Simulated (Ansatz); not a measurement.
## Y under changes of volume

One of the cells (33.012 Å³/atom); the others are scaled copies at fixed shape and fractional positions:

```
Y
1.0
     3.64740    0.00000    0.00000
    -1.82370    3.15874    0.00000
     0.00000    0.00000    5.73060
Y
2
Direct
  0.66667 0.33333 0.75000
  0.33333 0.66667 0.25000
```

| Property | Result |
| --- | --- |
| Program | Ansatz 0.2.0 |
| Functional | r2SCAN |
| Potentials or basis | Ansatz PAW |
| Cutoff | 500 eV (not typed: the program's choice for these potentials) |
| k mesh | 8 × 8 × 5 |
| Occupations | fermi-dirac, width 0.05 eV |
| Spin | no spin polarisation |

```tsv
volume (Å³/atom)	energy over the lowest point (meV/atom)	pressure (GPa)
31.031	26.44	3.5
31.691	14.02	2.5
32.351	5.68	1.6
33.012	1.11	0.7
33.672	0.00	-0.1
34.332	?	?
34.992	7.16	-1.6
```

Q: What does the run at 34.332 Å³/atom give?

A: Energy over the lowest point 2.10 meV/atom; pressure -0.9 GPa.

Worked out: A Birch-Murnaghan fit of order 3 (a polynomial in V^(-2/3)) to the other rows has its minimum at 33.56 Å³/atom with B0 = V·E''(V) = 40 GPa and B' = 3.1 at fixed shape and positions, which overstates the stiffness. It gives 2.11 meV/atom at 34.332 Å³/atom, against the run's 2.10, and -dE/dV = -0.9 GPa, against -0.9.

Energies are extrapolated to zero smearing.

Caveats: the PAW data sets come from PBE, with cores solved anew for the run's functional, which leaves a small shift of forces and pressure.
